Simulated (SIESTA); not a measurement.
The system is CoO.

```
CELL_PARAMETERS angstrom
-1.50800 1.50800 2.10725
1.50800 -1.50800 2.10725
1.50800 1.50800 -2.10725
ATOMIC_POSITIONS crystal
Co 0.00000 0.00000 0.00000
O 0.50000 0.50000 0.00000
```

Base run:

- Program: SIESTA 5.4.2
- Functional: PBE
- Potentials or basis: PseudoDojo 0.4 standard (PBE files)
- Basis: DZP (energy shift 0.003 Ry; two zetas on semicore shells)
- Grid cutoff: 800 Ry
- Energy shift: 0.003 Ry
- k mesh: 12 × 12 × 12
- Occupations: fermi-dirac, width 0.05 eV
- Spin: collinear spin, ferromagnetic start
- Starting moments: [2.0, 0.0] μB

Its results: band gap on the k mesh none (metal or under the smearing width); pressure 1.3 GPa; net moment 2.98 μB per cell; site moments Co +2.61; O +0.36 μB.

Problem. The run is repeated on the same cell with these changes: functional from PBE to PBEsol; potentials or basis from PseudoDojo 0.4 standard (PBE files) to PseudoDojo 0.4 standard (PBEsol files). What comes out?

Solution. Band gap on the k mesh none (metal or under the smearing width); pressure -8.1 GPa; net moment 2.96 μB per cell; site moments Co +2.59; O +0.37 μB.

Caveats: short orbitals over semicore shells can move pressures by several GPa; the basis of atomic orbitals isn't converged, which shifts pressures, moduli and gaps; a cell with one magnetic atom can't hold antiferromagnetic order, which such compounds often take; semilocal functionals often make such compounds metallic where correlation or magnetic order opens a gap, which also shifts bond lengths.
